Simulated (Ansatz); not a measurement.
**MoS2 under changes of volume**

One of the cells (17.750 Å³/atom); the others are scaled copies at fixed shape and fractional positions:

```
Mo S
1.0
     1.58550    0.91539    6.11500
    -1.58550    0.91539    6.11500
     0.00000   -1.83078    6.11500
Mo S
1 2
Direct
  0.00000 0.00000 0.00000
  0.25000 0.25000 0.25000
  0.75000 0.75000 0.75000
```

Measurements of this composition are mostly on another form, of space group No. 194.

```yaml
Program: Ansatz 0.2.0
Functional: PBEsol
Potentials_or_basis: Ansatz PAW
Cutoff: "420 eV (not typed: the program's choice for these potentials)"
k_mesh: 10 × 10 × 10
Occupations: fermi-dirac, width 0.05 eV
Spin: no spin polarisation
```

| volume (Å³/atom) | energy over the lowest point (meV/atom) | pressure (GPa) | largest force (eV/Å) |
| --- | --- | --- | --- |
| 16.685 | 56.95 | 14.0 | 1.968 |
| 17.040 | 30.59 | 9.9 | 1.534 |
| 17.395 | 12.87 | 6.2 | 1.131 |
| 17.750 | ? | ? | ? |
| 18.105 | 0.00 | -0.1 | 0.413 |
| 18.460 | 3.36 | -2.8 | 0.092 |
| 18.815 | 12.39 | -5.2 | 0.206 |

Q: What does the run at 17.750 Å³/atom give?

A: Energy over the lowest point 2.94 meV/atom; pressure 2.9 GPa; largest force 0.759 eV/Å.

Worked out: A Birch-Murnaghan fit of order 3 (a polynomial in V^(-2/3)) to the other rows has its minimum at 18.09 Å³/atom with B0 = V·E''(V) = 145 GPa and B' = 4.4 at fixed shape and positions, which overstates the stiffness. It gives 2.94 meV/atom at 17.750 Å³/atom, against the run's 2.94, and -dE/dV = 2.8 GPa, against 2.9.

Energies are extrapolated to zero smearing.

Caveats: the cell's inner coordinates are idealised or old, which leaves forces on the atoms; the PAW data sets come from PBE, with cores solved anew for the run's functional, which leaves a small shift of forces and pressure.
